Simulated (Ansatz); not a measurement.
# Ni: strong compression

One table from this session's results is given with a row withheld; the runs are named, their logs left out.

Program: Ansatz 0.2.0. Level of theory: DFT PBE, with the methods named in each step. These are calculated values, not measurements.

2 further runs of the same task are left out: 1 that didn't finish, 1 set aside as unsound or not needed.

## The system as given

The structure is hexagonal, space group P6/mmm (No. 191). Conventional cell: a = 3.992 Å, b = 3.992 Å, c = 2.419 Å, α = 90.00°, β = 90.00°, γ = 120.00°. Around Ni (site symmetry 6/mmm) lie 14 Ni at 2.42 to 2.60 Å. Ni (site symmetry -6m2) is surrounded by 11 Ni at 2.30 to 2.60 Å.

As a file:

```cif
data_structure
_symmetry_space_group_name_H-M 'P 1'
_symmetry_Int_Tables_number 1
_cell_length_a 3.9919
_cell_length_b 3.9919
_cell_length_c 2.4192
_cell_angle_alpha 90.000
_cell_angle_beta 90.000
_cell_angle_gamma 120.000
_cell_volume 33.39
loop_
_atom_site_label
_atom_site_type_symbol
_atom_site_fract_x
_atom_site_fract_y
_atom_site_fract_z
_atom_site_occupancy
Ni1 Ni 0.00000 0.00000 0.00000 1
Ni2 Ni 0.33333 0.66667 0.50000 1
Ni3 Ni 0.66667 0.33333 0.50000 1
```

Whether this phase is the stable one at these pressures isn't tested.

Atoms are numbered in the order of the input: Ni1, Ni2, Ni3.

The first run:

input.yaml

```yaml
crystal:
  lattice:
    - [3.991927219, 0.0, 0.0]
    - [-1.9959636095, 3.4571103817, 0.0]
    - [0.0, 0.0, 2.4192174798]
  atoms:
    - { symbol: Ni, position: [0.0, 0.0, 0.0], spin: 1.0 }
    - { symbol: Ni, position: [0.3333333333, 0.6666666667, 0.5], spin: 1.0 }
    - { symbol: Ni, position: [0.6666666667, 0.3333333333, 0.5], spin: 1.0 }
magnetization:
  spin_polarized: true
kpoints:
  mp_grid: { grid: [9, 9, 12] }
  band_path:
    path:
      - [0.0, 0.0, 0.0]
      - [0.5, 0.0, 0.0]
      - [0.3333333333, 0.3333333333, 0.0]
      - [0.0, 0.0, 0.0]
      - [0.0, 0.0, 0.5]
      - [0.5, 0.0, 0.5]
      - [0.3333333333, 0.3333333333, 0.5]
      - [0.0, 0.0, 0.5]
      - [0.5, 0.0, 0.5]
    npoints: 14
scf:
  occupations: { method: fermi_dirac, width: 0.08 }
hamiltonian:
  xc: pbe
  pseudopotentials: { kind: all_electron, lapw: { basis_error: 0.001 } }
output:
  forces: true
  stress: true
  eigenvalues: true
  populations: true
  dos: { projected: true, de: 0.2, e_range: [-14, 8] }
```

On the command line:

```sh
$ ansatz run input.yaml --threads 2 --pin off --max-ram 6144MiB --backend cpu --events-out ev --progress --plain --runs-dir out
```

Steps of the session up to this table: The reference volume, LAPW; Volume scaled by 1, crystal datasets; Volume scaled by 1, norm-conserving; Volume scaled by 0.88, LAPW; Volume scaled by 0.88, norm-conserving; Volume scaled by 0.68, LAPW; Volume scaled by 0.68, crystal datasets; Volume scaled by 0.5, LAPW; Volume scaled by 0.43, LAPW; Volume scaled by 0.43, crystal datasets; Volume scaled by 0.43, norm-conserving.

One table of the session follows, with a row left open; its other results are not shown here.

| method | volume over the first | volume (Å³/atom) | pressure (GPa) | moment Ni1 (μB) | moment Ni2 (μB) |
| --- | --- | --- | --- | --- | --- |
| LAPW | 1 | 11.129 | -0.01 | 0.64 | 0.68 |
| LAPW | 0.88 | 9.793 | 32.42 | 0.54 | 0.58 |
| LAPW | 0.68 | 7.568 | 182.04 | 0.39 | 0.33 |
| LAPW | 0.5 | 5.564 | 671.21 | 0.00 | 0.00 |
| LAPW | 0.43 | 4.785 | 1151.57 | 0.00 | 0.00 |
| PAW | 1 | 11.129 | 0.00 | 0.64 | 0.68 |
| PAW | 0.88 | 9.793 | 32.41 | 0.54 | 0.58 |
| PAW | 0.68 | 7.568 | 181.78 | 0.39 | 0.32 |
| PAW | 0.5 | 5.564 | 670.38 | 0.00 | 0.00 |
| PAW | 0.43 | 4.785 | 1145.87 | 0.00 | 0.00 |
| PAW (cutoff 300 eV) | 0.43 | 4.785 | 1147.67 | 0.00 | 0.00 |
| PAW (level accurate) | 0.88 | 9.793 | 32.42 | 0.54 | 0.58 |
| crystal datasets | 1 | 11.129 | -0.01 | 0.64 | 0.68 |
| crystal datasets | 0.68 | 7.568 | 182.03 | 0.39 | 0.33 |
| crystal datasets | 0.43 | 4.785 | 1151.57 | 0.00 | 0.00 |
| norm-conserving | 1 | ? | ? | ? | ? |
| norm-conserving | 0.88 | 9.793 | 32.77 | 0.59 | 0.64 |
| norm-conserving | 0.43 | 4.785 | 1152.85 | 0.00 | 0.00 |

Estimate the missing values for norm-conserving, 1.

The run gave: volume (Å³/atom): 11.129; pressure (GPa): 0.17; moment Ni1 (μB): 0.69; moment Ni2 (μB): 0.72.

To keep in mind: Other magnetic orders may lie lower; this is the state that the run reached. Warnings in the runs' records: seeded moment not kept, crystal datasets made, bands unlocked at the loops exit, forces off the residual converged image.
